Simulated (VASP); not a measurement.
# CdS (F-43m) in VASP: Born charges and dielectric tensor with LDA

Aim: the Born charges and dielectric tensor of CdS with LDA.

All numbers are computed with VASP 6.6.1; they aren't measurements. Logs are shortened: lines on timing, memory, paths and dates and some standing lists are left out, and cuts for length are marked.

### Step 1. The crystal as given

Symmetry: F-43m, No. 216, cubic system. The conventional cell has a = 5.771 Å, b = 5.771 Å, c = 5.771 Å, α = 90.00°, β = 90.00°, γ = 90.00°. Cd (site symmetry -43m) has 4 S at 2.50 Å as nearest neighbours. Around S (site symmetry -43m) lie 4 Cd at 2.50 Å.

The cell is a database's computed one.

### Step 2. Born charges and dielectric tensor, LDA

Contents of INCAR:

```
ALGO = Normal
EDIFF = 1E-8
ENCUT = 600
IBRION = 8
ISIF = 2
ISMEAR = 0
LASPH = True
LCHARG = False
LEPSILON = True
LREAL = False
LWAVE = False
NELM = 60
NSW = 1
PREC = Accurate
SIGMA = 0.02
```

Contents of KPOINTS:

```
k-points
0
Gamma
  8 8 8
```

Contents of POSCAR:

```
CdS
1.0
    0.0000000000      2.8855000000      2.8855000000
    2.8855000000      0.0000000000      2.8855000000
    2.8855000000      2.8855000000      0.0000000000
Cd S
1 1
Direct
    0.0000000000      0.0000000000      0.0000000000
    0.7500000000      0.7500000000      0.7500000000
```

Potentials or basis: VASP PAW LDA potentials, release 64 (Cd, S).

Launch:

```sh
$ cat potpaw_LDA.64/Cd/POTCAR potpaw_LDA.64/S/POTCAR > POTCAR
$ mpirun -np 1 vasp_std > vasp.out
```

OUTCAR:

```text
EDIFF = 1E-8
   ENCUT = 600
   IBRION = 8
   ISIF = 2
   ISMEAR = 0
   LASPH = True
   LEPSILON = True
   LREAL = False
   NELM = 60
   NSW = 1
   PREC = Accurate

 ion  position               nearest neighbor table
   1  0.000  0.000  0.000-   2 2.50   2 2.50   2 2.50   2 2.50
   2  0.750  0.750  0.750-   1 2.50   1 2.50   1 2.50   1 2.50

  LATTYP: Found a face centered cubic cell.
 ALAT       =     5.7710000000

  Lattice vectors:

 A1 = (   0.0000000000,   2.8855000000,   2.8855000000)
 A2 = (   2.8855000000,   0.0000000000,   2.8855000000)
 A3 = (   2.8855000000,   2.8855000000,   0.0000000000)

Analysis of symmetry for initial positions (statically):
=====================================================================
 Subroutine PRICEL returns:
 Original cell was already a primitive cell.

 Routine SETGRP: Setting up the symmetry group for a
 face centered cubic supercell.

 Subroutine GETGRP returns: Found 24 space group operations
 (whereof 24 operations were pure point group operations)
 out of a pool of 48 trial point group operations.

The static configuration has the point symmetry T_d .

Analysis of symmetry for dynamics (positions and initial velocities):
=====================================================================
 Subroutine PRICEL returns:
 Original cell was already a primitive cell.

 Routine SETGRP: Setting up the symmetry group for a
 face centered cubic supercell.

 Subroutine GETGRP returns: Found 24 space group operations
 (whereof 24 operations were pure point group operations)
 out of a pool of 48 trial point group operations.

The dynamic configuration has the point symmetry T_d .

 Subroutine INISYM returns: Found 24 space group operations
 (whereof 24 operations are pure point group operations),
 and found     1 'primitive' translations

----------------------------------------------------------------------------------------

                                     Primitive cell

  volume of cell :      48.0500

  direct lattice vectors                    reciprocal lattice vectors
     0.000000000  2.885500000  2.885500000    -0.173280194  0.173280194  0.173280194
     2.885500000  0.000000000  2.885500000     0.173280194 -0.173280194  0.173280194
     2.885500000  2.885500000  0.000000000     0.173280194  0.173280194 -0.173280194

  length of vectors
     4.080713234  4.080713234  4.080713234     0.300130100  0.300130100  0.300130100

  position of ions in fractional coordinates (direct lattice)
     0.000000000  0.000000000  0.000000000
     0.750000000  0.750000000  0.750000000

  ion indices of the primitive-cell ions
   primitive index   ion index
                 1           1
                 2           2

----------------------------------------------------------------------------------------

 KPOINTS: k-points

Automatic generation of k-mesh.
 Grid dimensions read from file:
 generate k-points for:    8    8    8

 Generating k-lattice:

  Cartesian coordinates                     Fractional coordinates (reciprocal lattice)
    -0.021660024  0.021660024  0.021660024     0.125000000  0.000000000  0.000000000
     0.021660024 -0.021660024  0.021660024     0.000000000  0.125000000  0.000000000
     0.021660024  0.021660024 -0.021660024     0.000000000  0.000000000  0.125000000

  Length of vectors
     0.037516263  0.037516263  0.037516263

[... 530 lines left out ...]
  free energy    TOTEN  =        -0.87599242 eV

  energy without entropy =       -0.87599242

------------------------ aborting loop because EDIFF is reached ----------------------------------------

--------------------------------------- Ionic step        2  -------------------------------------------

------------------------ aborting loop because EDIFF is reached ----------------------------------------

--------------------------------------- Ionic step        3  -------------------------------------------

------------------------ aborting loop because EDIFF is reached ----------------------------------------

 PIEZOELECTRIC TENSOR FIELD DIRECTION 3  (e Angst)
 -----------------------------------------------------------------------------
    -0.00133  1.91323  0.00000           ( -0.00000 -0.03143  0.00000)
     1.91323 -0.00133  0.00000           ( -0.03143 -0.00000  0.00000)
     0.00000  0.00000  0.00061           (  0.00000  0.00000 -0.00000)

 PIEZOELECTRIC TENSOR FIELD DIRECTION 3  (C/m^2)
 -----------------------------------------------------------------------------
    -0.00044  0.63795  0.00000
     0.63795 -0.00044  0.00000
     0.00000  0.00000  0.00020

--------------------------------------- Ionic step        4  -------------------------------------------

------------------------ aborting loop because EDIFF is reached ----------------------------------------

[... ionic steps 5 to 6 ...]

--------------------------------------- Ionic step        7  -------------------------------------------

 Free energy of the ion-electron system (eV)
  ---------------------------------------------------
  ---------------------------------------------------
  free energy    TOTEN  =        -0.10599639 eV

  energy without entropy =       -0.10599639

------------------------ aborting loop because EDIFF is reached ----------------------------------------

 INTERNAL STRAIN TENSOR  FOR ION    2  DIRECTION 1   (eV/Angst):
 -----------------------------------------------------------------------------
    -0.00462  0.00000  0.00000
     0.00000  0.00587  7.14618
     0.00000  7.14618  0.00587

 MACROSCOPIC STATIC DIELECTRIC TENSOR (including local field effects in DFT)
 ------------------------------------------------------
           7.303625     0.000000    -0.000000
          -0.000000     7.303625     0.000000
           0.000000    -0.000000     7.303625
 ------------------------------------------------------

 PIEZOELECTRIC TENSOR (including local field effects)  for field in x, y, z        (e  Angst)
          XX          YY          ZZ          XY          YZ          ZX
  --------------------------------------------------------------------------------
  x     0.00000    -0.00000    -0.00000     0.00000     1.92889     0.00000
  y    -0.00000     0.00000    -0.00000     0.00000     0.00000     1.92889
  z    -0.00000     0.00000    -0.00000     1.92889     0.00000     0.00000

 PIEZOELECTRIC TENSOR (including local field effects)  for field in x, y, z        (C/m^2)
          XX          YY          ZZ          XY          YZ          ZX
  --------------------------------------------------------------------------------
  x     0.00000    -0.00000    -0.00000     0.00000     0.64317     0.00000
  y    -0.00000     0.00000    -0.00000     0.00000     0.00000     0.64317
  z    -0.00000     0.00000    -0.00000     0.64317     0.00000     0.00000

 BORN EFFECTIVE CHARGES (including local field effects) (in |e|, cummulative output)
 ---------------------------------------------------------------------------------
 ion    1
    1     2.17941     0.00000     0.00000
    2    -0.00000     2.17941     0.00000
    3    -0.00000     0.00000     2.17941
 ion    2
    1    -2.17941     0.00000     0.00000
    2     0.00000    -2.17941    -0.00000
    3     0.00000    -0.00000    -2.17941

 INTERNAL STRAIN TENSOR FOR ION    2 for displacements in x,y,z  (eV/Angst):
          X           Y           Z          XY          YZ          ZX
  --------------------------------------------------------------------------------
  x     0.00000     0.00000     0.00000     0.00000     7.14618     0.00000
  y     0.00000     0.00000     0.00000     0.00000     0.00000     7.14618
  z     0.00000     0.00000     0.00000     7.14618     0.00000     0.00000

 SECOND DERIVATIVES (NOT SYMMETRIZED)
 ------------------------------------
               1X          1Y          1Z          2X          2Y          2Z
  1X    -5.530931    0.000000    0.000000    5.530931    0.000000    0.000000
  1Y     0.000000   -5.530931    0.000000    0.000000    5.530931    0.000000
  1Z     0.000000    0.000000   -5.530931    0.000000    0.000000    5.530931
  2X     5.518342    0.000000    0.000000   -5.518342    0.000000    0.000000
  2Y     0.000000    5.518342    0.000000    0.000000   -5.518342    0.000000
  2Z     0.000000    0.000000    5.518342    0.000000    0.000000   -5.518342

 Eigenvectors and eigenvalues of the dynamical matrix
 ----------------------------------------------------

   1 f  =    7.354236 THz    46.208027 2PiTHz  245.310906 cm-1    30.414662 meV
             X         Y         Z           dx          dy          dz
      0.000000  0.000000  0.000000     0.000000    0.000000   -0.471529
      4.328250  4.328250  4.328250     0.000000    0.000000    0.881851
[... 21 lines left out ...]
   6 f/i=    0.003484 THz     0.021891 2PiTHz    0.116216 cm-1     0.014409 meV
             X         Y         Z           dx          dy          dz
      0.000000  0.000000  0.000000    -0.805753    0.358362   -0.000000
      4.328250  4.328250  4.328250    -0.430839    0.191618    0.000000

--------------------------------------------------------------------------------------------------------

 MACROSCOPIC STATIC DIELECTRIC TENSOR IONIC CONTRIBUTION
 ------------------------------------------------------
           3.237766    -0.000000     0.000000
          -0.000000     3.237766     0.000000
           0.000000     0.000000     3.237766
 ------------------------------------------------------

 ELASTIC MODULI CONTR FROM IONIC RELAXATION (kBar)
 Direction    XX          YY          ZZ          XY          YZ          ZX
 --------------------------------------------------------------------------------
 XX          -0.0000     -0.0000     -0.0000     -0.0000     -0.0000     -0.0000
 YY          -0.0000     -0.0000     -0.0000     -0.0000     -0.0000      0.0000
 ZZ          -0.0000     -0.0000     -0.0000     -0.0000     -0.0000     -0.0000
 XY          -0.0000     -0.0000     -0.0000   -312.9365     -0.0000      0.0000
 YZ          -0.0000     -0.0000     -0.0000     -0.0000   -312.9365      0.0000
 ZX          -0.0000      0.0000     -0.0000      0.0000      0.0000   -312.9365
 --------------------------------------------------------------------------------

 PIEZOELECTRIC TENSOR IONIC CONTR  for field in x, y, z        (C/m^2)
          XX          YY          ZZ          XY          YZ          ZX
  --------------------------------------------------------------------------------
  x    -0.00000    -0.00000    -0.00000    -0.00000    -0.94716     0.00000
  y    -0.00000     0.00000    -0.00000     0.00000     0.00000    -0.94716
  z    -0.00000    -0.00000    -0.00000    -0.94716    -0.00000    -0.00000
```

Run time: 8.2 min. Hardware: 1 thread of Intel Xeon Platinum 8259CL at 2.50GHz (Skylake/Cascade Lake), shared host; peak memory 0.35 GiB.

What came out:

- Band gap on the k mesh: 0.96 eV, direct
- Electronic dielectric tensor (diagonal): 7.30
- Born charges (mean of the diagonal): Cd +2.18; S -2.18 e
- Highest phonon frequency at Γ, LO-TO splitting left out: 245 cm⁻¹

Levels at points of the mesh, in eV from the valence-band top:
| k point | band 6 | band 7 | band 8 | band 9 | band 10 | band 11 | band 12 | band 13 |
| --- | --- | --- | --- | --- | --- | --- | --- | --- |
| (0.00, 0.00, 0.00) | -7.38 | 0.00 | 0.00 | 0.00 | 0.96 | 6.35 | 6.35 | 6.35 |
| (0.50, 0.00, 0.00) | -6.96 | -4.72 | -0.82 | -0.82 | 2.83 | 6.84 | 6.84 | 7.32 |
| (0.50, 0.50, 0.00) | -6.90 | -4.20 | -2.04 | -2.04 | 3.25 | 4.20 | 9.10 | 10.74 |

Phonon frequencies in cm⁻¹ (negative: imaginary):
```csv
q point,frequencies
"(0.000, 0.000, 0.000)",0 0 0 245 245 245
```

Electronic dielectric tensor:
```
7.30 0.00 0.00
0.00 7.30 0.00
0.00 0.00 7.30
```

Born effective charge tensors (e):
atom 1, Cd
```
2.18 0.00 0.00
0.00 2.18 0.00
0.00 0.00 2.18
```
atom 2, S
```
-2.18  0.00  0.00
 0.00 -2.18  0.00
 0.00  0.00 -2.18
```
